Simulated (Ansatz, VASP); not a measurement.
## Two plane-wave programs on BeSe

POSCAR

```
BeSe
1.0
    0.0000000000      2.5350000000      2.5350000000
    2.5350000000      0.0000000000      2.5350000000
    2.5350000000      2.5350000000      0.0000000000
Be Se
1 1
Direct
    0.0000000000      0.0000000000      0.0000000000
    0.2500000000      0.2500000000      0.2500000000
```

Contents of INCAR.step1:

```
ALGO = Normal
EDIFF = 1E-4
ENCUT = 600
GGA = PE
ISMEAR = 0
LASPH = True
LCHARG = False
LREAL = False
LWAVE = True
NELM = 100
PREC = Accurate
SIGMA = 0.02
```

File INCAR.step2:

```
ALGO = Normal
EDIFF = 1E-7
EDIFFG = -0.005
ENCUT = 600
IBRION = 2
ISIF = 3
ISMEAR = 0
ISTART = 1
LASPH = True
LCHARG = False
LMIXTAU = True
LREAL = False
LWAVE = False
METAGGA = R2SCAN
NELM = 100
NSW = 100
PREC = Accurate
SIGMA = 0.02
```

KPOINTS

```
k-points
0
Gamma
  8 8 8
```

Input for Ansatz:

```yaml
crystal:
  lattice:
    - [0.0, 2.535, 2.535]
    - [2.535, 0.0, 2.535]
    - [2.535, 2.535, 0.0]
  atoms:
    - { symbol: Be, position: [0.0, 0.0, 0.0] }
    - { symbol: Se, position: [0.25, 0.25, 0.25] }
basis:
  ecutwfc: 500
kpoints:
  mp_grid: { grid: [8, 8, 8] }
hamiltonian:
  xc: r2scan
scf:
  occupations: { method: gaussian, width: 0.02 }
output:
  forces: true
  stress: true
  eigenvalues: true
  write_density: true
  write_potential: true
  elf: true
  volumetric_format: npy
relax:
  adjacent_minimum: "off"
  f_tol: 0.005
  max_steps: 80
  cell: { stress_tol: 0.05 }
```

Alike in both runs: task relaxation of cell and atoms; functional r2SCAN; k mesh 8 × 8 × 8; occupations gaussian, width 0.02 eV; no spin polarisation.

|  | VASP | Ansatz |
| --- | --- | --- |
| version | VASP 6.6.1 | Ansatz 0.2.0 |
| potentials or method | VASP PAW PBE potentials, release 64 (Be, Se) | scalar-relativistic, plane waves, PAW |
| plane-wave cutoff (eV) | 600 | 500 |
| valence electrons in the cell | 8 | 18 |

VASP gave:

| Quantity | Value |
| --- | --- |
| gap on the k mesh at the Fermi level, each at its own relaxed structure (eV) | 3.13 |
| relaxed volume (Å³/atom) | 17.25 |
| relaxed cell length with the largest relative difference (Å) | 3.654 |
| energy change over the relaxation (meV/atom) | -15 |

Task: What did Ansatz give for the same quantities?

Result: gap on the k mesh at the Fermi level, each at its own relaxed structure (eV): 3.12; relaxed volume (Å³/atom): 17.19; relaxed cell length with the largest relative difference (Å): 3.650; energy change over the relaxation (meV/atom): -13.

The two sets of potentials don't hold the same shells in valence.

Caveats: the PAW data sets were made with another functional, which shifts forces and pressure a little (VASP). A k mesh can miss the band edges. Zero-point motion and thermal expansion aren't in these numbers.
